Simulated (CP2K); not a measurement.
CdSe:

```
Cd Se
1.0
     4.34202    0.00000    0.00000
     2.17101    3.76030    0.00000
     2.17101    1.25343    3.54524
Cd Se
1 1
Direct
  0.00000 0.00000 0.00000
  0.25000 0.25000 0.25000
```

Measurements of this composition are mostly on another form, of space group No. 186.

Base run:

| Quantity | Value |
| --- | --- |
| Program | CP2K 2026.2 |
| Functional | PBE |
| Potentials or basis | POTENTIAL_UZH Cd GTH-PBE-q12, Se GTH-PBE-q6; TZVP-MOLOPT-PBE-GTH basis |
| Density cutoff | 9184 eV |
| k mesh | 8 × 8 × 8 |
| Occupations | fermi-dirac, width 0.05 eV |
| Spin | no spin polarisation |

Its results: band gap on the k mesh 0.55 eV, direct; pressure 1.8 GPa.

Task: The run is repeated on the same cell with these changes: functional from PBE to LDA. What comes out?

Result: Band gap on the k mesh 0.26 eV, direct; pressure -1.6 GPa.

LDA binds more tightly than PBE, so the same cell stands under less pressure.

Caveats: the basis of atomic orbitals isn't converged, which shifts pressures, moduli and gaps; the potentials were made for another functional, which shifts forces and pressure (some runs).
